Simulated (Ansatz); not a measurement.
# Ir: what the smearing changes

How much do the results for Ir depend on the smearing?

Method: DFT, PBE, all-electron LAPW, scalar-relativistic, in Ansatz 0.2.0.

1 further run of the same task is left out (set aside as unsound or not needed).

### 1 The structure to begin with

It takes space group Pm-3m (No. 221, cubic). Conventional cell: a = 2.570 Å, b = 2.570 Å, c = 2.570 Å, α = 90.00°, β = 90.00°, γ = 90.00°. Ir (site symmetry m-3m) has 6 Ir at 2.57 Å as nearest neighbours.

Structure file:

```
CELL_PARAMETERS angstrom
2.57016 0.00000 0.00000
0.00000 2.57016 0.00000
0.00000 0.00000 2.57016
ATOMIC_POSITIONS crystal
Ir 0.00000 0.00000 0.00000
```

The cell was relaxed by PAW from a hypothetical start (sc type); it needn't be the stable phase of this composition.

### 2 With Gaussian smearing of 0.2 eV

File input.yaml:

```yaml
crystal:
  lattice:
    - [2.5701608635, 0.0, 0.0]
    - [0.0, 2.5701608635, 0.0]
    - [0.0, 0.0, 2.5701608635]
  atoms:
    - { symbol: Ir, position: [0.0, 0.0, 0.0] }
kpoints:
  mp_grid: { grid: [14, 14, 14] }
scf:
  occupations: { method: gaussian, width: 0.2 }
hamiltonian:
  xc: pbe
  pseudopotentials: { kind: all_electron, lapw: { basis_error: 0.001 } }
output:
  forces: true
  stress: true
  eigenvalues: true
```

What it wrote, shortened:

```text
LAPW: plane waves up to 9.219 Å⁻¹, error target 1.0e-3 eV per atom; small_component_spin mean_spin; Ir in spheres of 1.285 Å, 47 of its electrons in bands, Dirac shells []
[...]
Pseudopotentials: kind: all_electron
Pseudopotential: Ir, LAPW, valence charge 47, Koelling and Harmon's equation, gaussian nucleus
Functional definition: PBE
[...]
Crystal: 1 atoms, lattice volume = 16.978 Å³
Basis set: ecut = 323.7987016164388 eV, 251 PW (Γ), exchange–correlation at level 2
Bands: 29, of which v1, the nominal top of the filled ones, is band 24 counted from 1 (23 counted from 0)
Symmetry: 48 space group operations
Space group: Pm-3m (ITA 221), of the structure as read, at distance tolerance 2.6e-5 Å
k-points: 120 of 2744
[...]
SCF iter   1: F=—  HF=-485025.005487 eV  |F-HF|=—  |Δ(HF+E_count)|=         —  Δρ=1.25e-2  dr2=1.03e-2  ethr=2.16e-5  ⟨swp⟩=3.5  Hψ=22305  notcnv=0
[...]
the basis was enlarged: its passes take 145.3 KiB over the memory plan, 1 of 1 planned eigensolver slots
[...]
SCF iter   6: F=-485024.998735 eV  HF=-485024.998735 eV  |F-HF|=4.31e-9  |Δ(HF+E_count)|=   8.97e-7  Δρ=8.97e-6  dr2=6.23e-9  ethr=2.07e-9  ⟨swp⟩=3.0  Hψ=10380  notcnv=0
[...]
SCF converged after 6 iterations
Free energy (F): -485024.998735 eV
[...]
E sigma→0 (E₀):  -485024.984571 eV
Entropy (-TS):   -0.028328 eV (-28.328 meV/atom)
Fermi energy:    25.456189 eV
[...]
--- Forces (eV/Å), atoms counted from 1 ---
  atom   1  Ir     0.00000000     0.00000000     0.00000000
[...]
--- Stress (GPa, compression-positive) ---
        0.083981       0.000000       0.000000
        0.000000       0.083981       0.000000
        0.000000       0.000000       0.083981
  P = ⅓ Tr σ = 0.0840 GPa (0.840 kbar)
--- Band table (eV; the first three rows and the last of 120) ---
[...]
```

It took 16 s on 1 thread, shared host.

Result: pressure 0.08 GPa; no gap.

### 3 With Gaussian smearing of 0.05 eV

Edit input.yaml of step 2 so:

```diff
@@ -10,3 +10,3 @@
 scf:
-  occupations: { method: gaussian, width: 0.2 }
+  occupations: { method: gaussian, width: 0.05 }
 hamiltonian:
```

What it wrote, shortened:

```text
LAPW: plane waves up to 9.219 Å⁻¹, error target 1.0e-3 eV per atom; small_component_spin mean_spin; Ir in spheres of 1.285 Å, 47 of its electrons in bands, Dirac shells []
[...]
Pseudopotentials: kind: all_electron
Pseudopotential: Ir, LAPW, valence charge 47, Koelling and Harmon's equation, gaussian nucleus
Functional definition: PBE
[...]
Crystal: 1 atoms, lattice volume = 16.978 Å³
Basis set: ecut = 323.7987016164388 eV, 251 PW (Γ), exchange–correlation at level 2
Bands: 29, of which v1, the nominal top of the filled ones, is band 24 counted from 1 (23 counted from 0)
Symmetry: 48 space group operations
Space group: Pm-3m (ITA 221), of the structure as read, at distance tolerance 2.6e-5 Å
k-points: 120 of 2744
[...]
SCF iter   1: F=—  HF=-485024.992929 eV  |F-HF|=—  |Δ(HF+E_count)|=         —  Δρ=1.21e-2  dr2=9.71e-3  ethr=2.04e-5  ⟨swp⟩=3.5  Hψ=22332  notcnv=0
[...]
the basis was enlarged: its passes take 145.3 KiB over the memory plan, 1 of 1 planned eigensolver slots
[...]
SCF iter   6: F=-485024.986794 eV  HF=-485024.986794 eV  |F-HF|=3.31e-8  |Δ(HF+E_count)|=   1.22e-6  Δρ=1.51e-5  dr2=1.68e-8  ethr=1.39e-9  ⟨swp⟩=3.0  Hψ=10397  notcnv=0
[...]
SCF converged after 6 iterations
Free energy (F): -485024.986794 eV
[...]
E sigma→0 (E₀):  -485024.986375 eV
Entropy (-TS):   -0.000839 eV (-0.839 meV/atom)
Fermi energy:    25.463216 eV
[...]
--- Forces (eV/Å), atoms counted from 1 ---
  atom   1  Ir    -0.00000000    -0.00000000     0.00000000
[...]
--- Stress (GPa, compression-positive) ---
       -0.123470      -0.000000       0.000000
       -0.000000      -0.123470       0.000000
        0.000000       0.000000      -0.123470
  P = ⅓ Tr σ = -0.1235 GPa (-1.235 kbar)
--- Band table (eV; the first three rows and the last of 120) ---
[...]
```

Run time: 16 s. Hardware: 1 thread, shared host.

Result: pressure -0.12 GPa; no gap.

### 4 With Fermi–Dirac smearing of 0.28 eV

Edit input.yaml of step 3 so:

```diff
@@ -10,3 +10,3 @@
 scf:
-  occupations: { method: gaussian, width: 0.05 }
+  occupations: { method: fermi_dirac, width: 0.28 }
 hamiltonian:
```

What it wrote, shortened:

```text
LAPW: plane waves up to 9.219 Å⁻¹, error target 1.0e-3 eV per atom; small_component_spin mean_spin; Ir in spheres of 1.285 Å, 47 of its electrons in bands, Dirac shells []
band count auto-derived: 30 (N_el = 47.0; filled up to band 24; 29 by the electrons, moments and atoms)
[...]
Pseudopotentials: kind: all_electron
Pseudopotential: Ir, LAPW, valence charge 47, Koelling and Harmon's equation, gaussian nucleus
Functional definition: PBE
[...]
Crystal: 1 atoms, lattice volume = 16.978 Å³
Basis set: ecut = 323.7987016164388 eV, 251 PW (Γ), exchange–correlation at level 2
Bands: 30, of which v1, the nominal top of the filled ones, is band 24 counted from 1 (23 counted from 0)
Symmetry: 48 space group operations
Space group: Pm-3m (ITA 221), of the structure as read, at distance tolerance 2.6e-5 Å
k-points: 120 of 2744
[...]
SCF iter   1: F=—  HF=-485025.177625 eV  |F-HF|=—  |Δ(HF+E_count)|=         —  Δρ=1.28e-2  dr2=1.08e-2  ethr=2.26e-5  ⟨swp⟩=3.5  Hψ=22923  notcnv=0
[...]
SCF iter   6: F=-485025.171368 eV  HF=-485025.171368 eV  |F-HF|=8.73e-10  |Δ(HF+E_count)|=   5.07e-7  Δρ=8.43e-6  dr2=5.27e-9  ethr=1.97e-9  ⟨swp⟩=3.0  Hψ=10599  notcnv=0
[...]
SCF converged after 6 iterations
Free energy (F): -485025.171368 eV
[...]
E sigma→0 (E₀):  -485024.986982 eV
Entropy (-TS):   -0.368772 eV (-368.772 meV/atom)
Fermi energy:    25.490465 eV
[...]
--- Forces (eV/Å), atoms counted from 1 ---
  atom   1  Ir     0.00000000    -0.00000000    -0.00000000
[...]
--- Stress (GPa, compression-positive) ---
        2.507840       0.000000       0.000000
        0.000000       2.507840       0.000000
        0.000000       0.000000       2.507840
  P = ⅓ Tr σ = 2.5078 GPa (25.078 kbar)
--- Band table (eV; the first three rows and the last of 120) ---
[...]
```

It took 17 s on 1 thread, shared host.

In short: pressure 2.51 GPa; no gap.

### 5 With Fermi–Dirac smearing of 0.15 eV

Edit input.yaml of step 4 so:

```diff
@@ -10,3 +10,3 @@
 scf:
-  occupations: { method: fermi_dirac, width: 0.28 }
+  occupations: { method: fermi_dirac, width: 0.15 }
 hamiltonian:
```

What it wrote, shortened:

```text
LAPW: plane waves up to 9.219 Å⁻¹, error target 1.0e-3 eV per atom; small_component_spin mean_spin; Ir in spheres of 1.285 Å, 47 of its electrons in bands, Dirac shells []
[...]
Pseudopotentials: kind: all_electron
Pseudopotential: Ir, LAPW, valence charge 47, Koelling and Harmon's equation, gaussian nucleus
Functional definition: PBE
[...]
Crystal: 1 atoms, lattice volume = 16.978 Å³
Basis set: ecut = 323.7987016164388 eV, 251 PW (Γ), exchange–correlation at level 2
Bands: 29, of which v1, the nominal top of the filled ones, is band 24 counted from 1 (23 counted from 0)
Symmetry: 48 space group operations
Space group: Pm-3m (ITA 221), of the structure as read, at distance tolerance 2.6e-5 Å
k-points: 120 of 2744
[...]
SCF iter   1: F=—  HF=-485025.044691 eV  |F-HF|=—  |Δ(HF+E_count)|=         —  Δρ=1.26e-2  dr2=1.05e-2  ethr=2.20e-5  ⟨swp⟩=3.5  Hψ=22292  notcnv=0
[...]
SCF iter   6: F=-485025.037993 eV  HF=-485025.037993 eV  |F-HF|=2.44e-9  |Δ(HF+E_count)|=   7.56e-7  Δρ=8.43e-6  dr2=5.33e-9  ethr=1.99e-9  ⟨swp⟩=3.0  Hψ=10464  notcnv=0
[...]
SCF converged after 6 iterations
Free energy (F): -485025.037993 eV
[...]
E sigma→0 (E₀):  -485024.983897 eV
Entropy (-TS):   -0.108192 eV (-108.192 meV/atom)
Fermi energy:    25.466220 eV
[...]
--- Forces (eV/Å), atoms counted from 1 ---
  atom   1  Ir    -0.00000000     0.00000000     0.00000000
[...]
--- Stress (GPa, compression-positive) ---
        0.661673      -0.000000       0.000000
       -0.000000       0.661673       0.000000
        0.000000       0.000000       0.661673
  P = ⅓ Tr σ = 0.6617 GPa (6.617 kbar)
--- Band table (eV; the first three rows and the last of 120) ---
[...]
```

Wall time 16 s (1 thread, shared host).

In short: pressure 0.66 GPa; no gap.

### 6 With tetrahedron filling

Edit input.yaml of step 5 so:

```diff
@@ -10,3 +10,3 @@
 scf:
-  occupations: { method: fermi_dirac, width: 0.15 }
+  occupations: { method: tetrahedron }
 hamiltonian:
```

What it wrote, shortened:

```text
Warning: output.forces, output.stress, relax.cell or npt_langevin: where a Kohn–Sham band that disperses or a degenerate level is filled in part under the method tetrahedron, the forces or the stress that this run publishes need not agree with its energy (scf.occupations.method in the [...]
LAPW: plane waves up to 9.219 Å⁻¹, error target 1.0e-3 eV per atom; small_component_spin mean_spin; Ir in spheres of 1.285 Å, 47 of its electrons in bands, Dirac shells []
[...]
Pseudopotentials: kind: all_electron
Pseudopotential: Ir, LAPW, valence charge 47, Koelling and Harmon's equation, gaussian nucleus
Functional definition: PBE
[...]
davidson cushion auto → on  (no smearing: the cushion is to keep the highest requested band from converging to the state above it; pin scf.eigensolver.cushion to override)
Crystal: 1 atoms, lattice volume = 16.978 Å³
Basis set: ecut = 323.7987016164388 eV, 251 PW (Γ), exchange–correlation at level 2
[...]
k-points: 120 of 2744
[...]
SCF iter   1: F=—  HF=-485024.982760 eV  |F-HF|=—  |Δ(HF+E_count)|=         —  Δρ=1.23e-2  dr2=1.00e-2  ethr=2.11e-5  ⟨swp⟩=3.5  Hψ=22314  notcnv=0
[...]
SCF iter   7: F=-485024.975921 eV  HF=-485024.975921 eV  |F-HF|=4.66e-10  |Δ(HF+E_count)|=   5.95e-7  Δρ=2.86e-6  dr2=6.88e-10  ethr=3.91e-10  ⟨swp⟩=3.0  Hψ=11320  notcnv=0
[...]
SCF converged after 7 iterations
Stability not checked: this state was not tested for a lower state beside it, because cold or Methfessel-Paxton smearing, or corrected tetrahedra, fill the levels in a way that the test cannot read (fill_not_monotonic; see scf.lower_state_search)
Free energy (F): -485024.975921 eV
[...]
E sigma→0 (E₀):  -485024.975921 eV
Entropy (-TS):   -0.000152 eV (-0.152 meV/atom)
Fermi energy:    25.474684 eV
[...]
--- Forces (eV/Å), atoms counted from 1 ---
  atom   1  Ir     0.00000000    -0.00000000     0.00000000
[...]
--- Stress (GPa, compression-positive) ---
       -0.088358      -0.000000       0.000000
       -0.000000      -0.088358       0.000000
        0.000000       0.000000      -0.088358
  P = ⅓ Tr σ = -0.0884 GPa (-0.884 kbar)
--- Band table (eV; the first three rows and the last of 120) ---
[...]
```

Wall time 16 s (1 thread, shared host).

### 7 All runs together

```
                       smearing  energy from the first row (meV/atom)  SCF cycles, all passes  time
    Gaussian smearing of 0.2 eV                                  0.00                       6  16 s
   Gaussian smearing of 0.05 eV                                 -1.80                       6  16 s
Fermi–Dirac smearing of 0.28 eV                                 -2.41                       6  17 s
Fermi–Dirac smearing of 0.15 eV                                  0.67                       6  16 s
            tetrahedron filling                                  8.65                       7  16 s
```

Energies are those extrapolated to zero smearing.

### 8 What came out

| quantity | value |
| --- | --- |
| largest change of energy from «Gaussian smearing of 0.2 eV» (zero smearing) | 8.7 meV/atom (tetrahedron filling) |
| pressure, lowest to highest (LAPW) | -0.12 to 2.51 GPa |

**Reading.** Across the runs the energy spans 11.1 meV/atom. The pressure spans 2.63 GPa (LAPW, the tetrahedron run left out, since its derivatives are unreliable). Spin-orbit coupling is left out, though the cell holds Ir; in elements this heavy it can shift bands and gaps by tenths of an eV.
